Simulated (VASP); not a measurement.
# VASP 6.6.1, PBE single-point calculation, NaI (strained zincblende)

INCAR

```
NSW = 0
LREAL = .FALSE.
ISMEAR = -1
ENCUT = 520
PREC = Accurate
LASPH = .TRUE.
LCHARG = .FALSE.
SIGMA = 0.02
NBANDS = 14
LWAVE = .FALSE.
IBRION = -1
EDIFF = 1E-7
NELM = 120
ISIF = 2
GGA = PE
```

KPOINTS

```
KPOINTS created by Atomic Simulation Environment
0
Gamma
6 6 6
0 0 0
```

KPOINTS_OPT

```
special points
6
Reciprocal
0.0000000000 0.0000000000 0.0000000000 1
-0.5000000000 -0.5000000000 0.0000000000 1
-0.3750000000 -0.3750000000 0.2500000000 1
-0.3750000000 0.0000000000 0.3750000000 1
0.0000000000 0.0000000000 0.5000000000 1
-0.5000000000 -0.2500000000 0.2500000000 1
```

POSCAR

```
Na I
 1.0000000000000000
     0.0000000000000000    3.6317714246000001    3.6317714246000001
     3.6317714246000001    0.0000000000000000    3.6317714246000001
     3.6317714246000001    3.6317714246000001    0.0000000000000000
 Na  I
   1   1
Cartesian
  0.0000000000000000  0.0000000000000000  0.0000000000000000
  1.8158857123000001  1.8158857123000001  1.8158857123000001
```

VASP ran with the recommended PBE PAW datasets (14 valence electrons in the cell).

Command

```
mpirun -np 1 vasp_std
```

OSZICAR

```
N       E                     dE             d eps       ncg     rms          rms(c)
DAV:   1     0.774749621686E+02    0.77475E+02   -0.63001E+03   448   0.834E+02
DAV:   2     0.179513526800E+01   -0.75680E+02   -0.71324E+02   478   0.193E+02
DAV:   3    -0.520614375092E+01   -0.70013E+01   -0.69549E+01   556   0.606E+01
DAV:   4    -0.539670264384E+01   -0.19056E+00   -0.19050E+00   580   0.103E+01
DAV:   5    -0.540110640684E+01   -0.44038E-02   -0.44037E-02   594   0.156E+00    0.164E+00
DAV:   6    -0.528853583407E+01    0.11257E+00   -0.14738E-01   508   0.179E+00    0.111E+00
DAV:   7    -0.527835460219E+01    0.10181E-01   -0.11344E-01   556   0.142E+00    0.704E-01
DAV:   8    -0.528883309756E+01   -0.10478E-01   -0.11312E-02   484   0.695E-01    0.218E-01
DAV:   9    -0.528865655612E+01    0.17654E-03   -0.24649E-04   562   0.133E-01    0.800E-02
DAV:  10    -0.528909336111E+01   -0.43680E-03   -0.53324E-04   508   0.139E-01    0.242E-02
DAV:  11    -0.528911325897E+01   -0.19898E-04   -0.52347E-05   568   0.570E-02    0.667E-03
DAV:  12    -0.528911625135E+01   -0.29924E-05   -0.50453E-06   532   0.124E-02    0.376E-03
DAV:  13    -0.528911684450E+01   -0.59315E-06   -0.71676E-07   556   0.483E-03    0.573E-04
DAV:  14    -0.528911681868E+01    0.25823E-07   -0.30453E-08   578   0.153E-03
   1 F= -.52891168E+01 E0= -.52891168E+01  d E =-.195103E-10
       N       E                     dE             ncg
DAV:   1    -0.183695192381E+03   -0.27692E+04      168
DAV:   2    -0.636029835540E+03   -0.45233E+03      180
DAV:   3    -0.675957901206E+03   -0.39928E+02      198
DAV:   4    -0.677034201365E+03   -0.10763E+01      230
DAV:   5    -0.677051041619E+03   -0.16840E-01      230
DAV:   6    -0.677051574566E+03   -0.53295E-03      232
DAV:   7    -0.677051577225E+03   -0.26592E-05      230
DAV:   8    -0.677051577260E+03   -0.34864E-07      182
```

From OUTCAR

```
k-points           NKPTS =     16   k-points in BZ     NKDIM =     16   number of bands    NBANDS=     14

   NELECT =      14.0000    total number of electrons

   dimension x,y,z NGX =    40 NGY =   40 NGZ =   40
   dimension x,y,z NGXF=    80 NGYF=   80 NGZF=   80

  energy-cutoff  :      520.00
  volume of cell :       95.80
      direct lattice vectors                 reciprocal lattice vectors
     0.000000000  3.631771425  3.631771425    -0.137673863  0.137673863  0.137673863
     3.631771425  0.000000000  3.631771425     0.137673863 -0.137673863  0.137673863
     3.631771425  3.631771425  0.000000000     0.137673863  0.137673863 -0.137673863

 k-points in reciprocal lattice and weights: KPOINTS created by Atomic Simulation Env
   0.00000000  0.00000000  0.00000000       0.005
   0.16666667  0.00000000  0.00000000       0.037
   0.33333333  0.00000000  0.00000000       0.037
   0.50000000  0.00000000  0.00000000       0.019
   0.16666667  0.16666667  0.00000000       0.028
   0.33333333  0.16666667  0.00000000       0.111
   0.50000000  0.16666667  0.00000000       0.111
  -0.33333333  0.16666667  0.00000000       0.111
   ...

 E-fermi :  -1.0177

 k-point     1 :       0.0000    0.0000    0.0000
  band No.  band energies     occupation
      1     -23.6791      2.00000
      2     -23.6791      2.00000
      3     -23.6791      2.00000
      4     -11.7876      2.00000
      5      -1.4442      2.00000
      6      -1.4442      2.00000
      7      -1.4442      2.00000
      8       2.2562      0.00000
      9       6.3279      0.00000
     10       6.3279      0.00000
     11       6.3279      0.00000
     12       8.0804      0.00000
     13       8.0804      0.00000
     14       9.2043      0.00000

 k-point     2 :       0.1667    0.0000    0.0000
  band No.  band energies     occupation
      1     -23.6795      2.00000
      2     -23.6791      2.00000
      3     -23.6791      2.00000
      4     -11.7629      2.00000
      5      -1.7815      2.00000
      6      -1.4748      2.00000
      7      -1.4748      2.00000
      8       2.7918      0.00000
      9       5.9560      0.00000
     10       6.4689      0.00000
     11       6.4689      0.00000
     12       7.7044      0.00000
     13       7.7044      0.00000
     14       9.1083      0.00000

 k-point     3 :       0.3333    0.0000    0.0000
  band No.  band energies     occupation
      1     -23.6803      2.00000
      2     -23.6792      2.00000
      3     -23.6792      2.00000
      4     -11.7124      2.00000
      5      -2.3040      2.00000
      6      -1.5337      2.00000
      7      -1.5337      2.00000
      8       3.6097      0.00000
      9       5.7877      0.00000
     10       6.3074      0.00000
     11       6.3074      0.00000
     12       8.2595      0.00000
     13       8.2595      0.00000
     14       8.5584      0.00000

 k-point     4 :       0.5000    0.0000    0.0000
  band No.  band energies     occupation
      1     -23.6807      2.00000
      2     -23.6793      2.00000
      3     -23.6793      2.00000
      4     -11.6867      2.00000
      5      -2.5217      2.00000
      6      -1.5622      2.00000
      7      -1.5622      2.00000
      8       3.8324      0.00000
      9       6.0082      0.00000
     10       6.1377      0.00000
     11       6.1377      0.00000
     12       8.8007      0.00000
     13       9.5344      0.00000
     14       9.5344      0.00000

 k-point     5 :       0.1667    0.1667    0.0000
  band No.  band energies     occupation
      1     -23.6795      2.00000
      2     -23.6792      2.00000
      3     -23.6792      2.00000
      4     -11.7547      2.00000
      5      -1.7830      2.00000
      6      -1.5375      2.00000
      7      -1.5375      2.00000
      8       2.9724      0.00000
      9       5.6977      0.00000
     10       6.6840      0.00000
     11       6.6840      0.00000
     12       6.7729      0.00000
     13       8.3531      0.00000
     14      10.3152      0.00000

 k-point     6 :       0.3333    0.1667    0.0000
  band No.  band energies     occupation
      1     -23.6802      2.00000
      2     -23.6793      2.00000
      3     -23.6793      2.00000
      4     -11.7128      2.00000
      5      -2.1650      2.00000
      6      -1.6257      2.00000
      7      -1.6107      2.00000
      8       3.7437      0.00000
      9       5.3992      0.00000
     10       5.9973      0.00000
     11       6.8050      0.00000
     12       7.5209      0.00000
     13       8.7851      0.00000
     14       9.6632      0.00000

 k-point     7 :       0.5000    0.1667    0.0000
  band No.  band energies     occupation
      1     -23.6807      2.00000
      2     -23.6795      2.00000
      3     -23.6794      2.00000
      4     -11.6787      2.00000
      5      -2.4223      2.00000
      6      -1.7465      2.00000
      7      -1.6234      2.00000
      8       4.2426      0.00000
      9       5.2916      0.00000
     10       6.1630      0.00000
     11       6.5467      0.00000
     12       8.3640      0.00000
     13       9.5544      0.00000
     14       9.7992      0.00000

 k-point     8 :      -0.3333    0.1667    0.0000
  band No.  band energies     occupation
      1     -23.6805      2.00000
      2     -23.6795      2.00000
      3     -23.6793      2.00000
      4     -11.6872      2.00000
      5      -2.3549      2.00000
      6      -1.7840      2.00000
      7      -1.5642      2.00000
      8       4.2183      0.00000
      9       5.4157      0.00000
     10       5.9992      0.00000
     11       6.5062      0.00000
     12       7.9899      0.00000
     13       9.2381      0.00000
     14       9.6951      0.00000

 k-point     9 :      -0.1667    0.1667    0.0000
  band No.  band energies     occupation
      1     -23.6799      2.00000
      2     -23.6794      2.00000
      3     -23.6792      2.00000
      4     -11.7295      2.00000
      5      -2.0504      2.00000
      6      -1.6556      2.00000
      7      -1.4889      2.00000
      8       3.4781      0.00000
      9       5.6786      0.00000
     10       6.1449      0.00000
     11       6.7119      0.00000
     12       7.0836      0.00000
     13       8.4678      0.00000
     14       9.8854      0.00000

 k-point    10 :       0.3333    0.3333    0.0000
  band No.  band energies     occupation
      1     -23.6804      2.00000
      2     -23.6795      2.00000
      3     -23.6795      2.00000
      4     -11.6879      2.00000
      5      -2.2612      2.00000
      6      -1.7117      2.00000
      7      -1.7117      2.00000
      8       3.8741      0.00000
      9       4.9229      0.00000
     10       6.2023      0.00000
     11       7.6458      0.00000
     12       7.6458      0.00000
     13       9.1281      0.00000
     14      11.1272      0.00000

 k-point    11 :       0.5000    0.3333    0.0000
  band No.  band energies     occupation
      1     -23.6807      2.00000
      2     -23.6796      2.00000
      3     -23.6795      2.00000
      4     -11.6623      2.00000
      5      -2.3583      2.00000
      6      -1.8858      2.00000
      7      -1.7388      2.00000
      8       4.0894      0.00000
      9       4.9691      0.00000
     10       6.3691      0.00000
     11       7.6320      0.00000
     12       8.1359      0.00000
     13       9.7447      0.00000
     14       9.9768      0.00000

 k-point    12 :      -0.3333    0.3333    0.0000
  band No.  band energies     occupation
      1     -23.6806      2.00000
      2     -23.6798      2.00000
      3     -23.6794      2.00000
      4     -11.6620      2.00000
      5      -2.2391      2.00000
      6      -2.1125      2.00000
      7      -1.6681      2.00000
      8       4.5625      0.00000
      9       5.1656      0.00000
     10       6.1804      0.00000
     11       7.1305      0.00000
     12       7.7083      0.00000
     13       8.4096      0.00000
     14      11.1615      0.00000

 k-point    13 :       0.5000    0.5000    0.0000
  band No.  band energies     occupation
      1     -23.6809      2.00000
      2     -23.6796      2.00000
      3     -23.6796      2.00000
      4     -11.6540      2.00000
      5      -2.4453      2.00000
      6      -1.7934      2.00000
      7      -1.7934      2.00000
      8       3.7686      0.00000
      9       4.6651      0.00000
     10       7.1548      0.00000
     11       8.6297      0.00000
     12       8.6297      0.00000
     13       9.8816      0.00000
     14       9.9194      0.00000

 ...

  Total       -0.2339278     -0.2339278     -0.2339278     -0.0000000      0.0000000     -0.0000000
  in kB       -3.9120731     -3.9120731     -3.9120731     -0.0000000      0.0000000     -0.0000000
  external PRESSURE =      -3.9120731 kB  Pullay stress =       0.0000000 kB

 POSITION                                       TOTAL-FORCE (eV/Angst)
 -----------------------------------------------------------------------------------
      0.00000      0.00000      0.00000         0.000000      0.000000      0.000000
      1.81589      1.81589      1.81589        -0.000000     -0.000000     -0.000000
 -----------------------------------------------------------------------------------
    total drift:                                0.000001      0.000001      0.000001

  FREE ENERGIE OF THE ION-ELECTRON SYSTEM (eV)
  ---------------------------------------------------
  free  energy   TOTEN  =        -5.2891168187 eV

  energy  without entropy=       -5.2891168187  energy(sigma->0) =       -5.28911682
```

The gap between bands v and c is 3.70 eV. The least direct gap is 3.70 eV. The pressure is -0.4 GPa.

Band v is the last that the valence electrons fill when counted band by band, and c is the next.

The run took about 28 s on one core of a shared host (Intel Xeon Platinum 8488C) and held 0.26 GiB at most.
